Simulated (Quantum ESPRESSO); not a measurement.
Input of a Quantum ESPRESSO 7.5 run:

File pw.in:

```
&CONTROL
  calculation = 'scf'
  prefix = 'pwscf'
  outdir = './tmp'
  pseudo_dir = './pseudo'
  tprnfor = .true.
  tstress = .true.
  disk_io = 'low'
/
&SYSTEM
  ibrav = 0
  nat = 2
  ntyp = 2
  ecutwfc = 56
  ecutrho = 448
  nbnd = 20
  occupations = 'smearing'
  smearing = 'fd'
  degauss = 0.00367493
/
&ELECTRONS
  conv_thr = 4d-10
  electron_maxstep = 120
  mixing_beta = 0.5
/
ATOMIC_SPECIES
Ag   107.8682 ag_pbe_v1.4.uspp.F.UPF
Br    79.9040 br_pbe_v1.4.uspp.F.UPF
CELL_PARAMETERS angstrom
   0.0000000000    2.8701500000    2.8701500000
   2.8701500000    0.0000000000    2.8701500000
   2.8701500000    2.8701500000    0.0000000000
ATOMIC_POSITIONS crystal
Ag     0.0000000000    0.0000000000    0.0000000000
Br     0.5000000000    0.5000000000    0.5000000000
K_POINTS automatic
8 8 8 1 1 1
```

Contents of scf2.in:

```
&CONTROL
  calculation = 'scf'
  prefix = 'pwscf'
  outdir = './tmp'
  pseudo_dir = './pseudo'
  tprnfor = .true.
  tstress = .true.
  disk_io = 'low'
/
&SYSTEM
  ibrav = 0
  nat = 2
  ntyp = 2
  ecutwfc = 56
  ecutrho = 448
  nbnd = 20
  occupations = 'fixed'
/
&ELECTRONS
  conv_thr = 1d-13
  electron_maxstep = 120
  mixing_beta = 0.5
  startingpot = 'file'
  startingwfc = 'file'
/
ATOMIC_SPECIES
Ag   107.8682 ag_pbe_v1.4.uspp.F.UPF
Br    79.9040 br_pbe_v1.4.uspp.F.UPF
CELL_PARAMETERS angstrom
   0.0000000000    2.8701500000    2.8701500000
   2.8701500000    0.0000000000    2.8701500000
   2.8701500000    2.8701500000    0.0000000000
ATOMIC_POSITIONS crystal
Ag     0.0000000000    0.0000000000    0.0000000000
Br     0.5000000000    0.5000000000    0.5000000000
K_POINTS automatic
8 8 8 1 1 1
```

The input ph.in:

```
dielectric of AgBr
&INPUTPH
  prefix = 'pwscf'
  outdir = './tmp'
  tr2_ph = 1d-18
  fildyn = 'dyn'
  niter_ph = 90
  alpha_mix(1) = 0.7
  epsil = .true.
  trans = .false.
  zeu = .true.
/
0.0000000000 0.0000000000 0.0000000000
```

Potentials or basis: GBRV 1.5 PBE.

The run is started by

```sh
$ OMP_NUM_THREADS=1 pw.x -in pw.in > pw.out
$ OMP_NUM_THREADS=1 pw.x -in scf2.in > scf2.out
$ OMP_NUM_THREADS=1 ph.x -in ph.in > ph.out
```

**Question.** Estimate the electronic dielectric tensor (diagonal).

**Answer.** 6.10.

**Question.** What does it give for the Born charges (mean of the diagonal)?

**Answer.** Ag +1.51; Br -1.52 e.

**Question.** What does it give for the pressure?

**Answer.** 2.2 GPa.

Electronic dielectric tensor:
```
6.10 0.00 0.00
0.00 6.10 0.00
0.00 0.00 6.10
```

**Measured values to compare with.**

A printed reference work, monograph reports, for a bulk crystal of AgBr: high-frequency dielectric constant 4.62.

Against the measured high-frequency dielectric constant of AgBr, 4.62 (a printed reference work, monograph), the calculated 6.10 is off by +32.1 %. So large a miss can be the level of theory's own, or it may mean another phase, state or a wrong row.
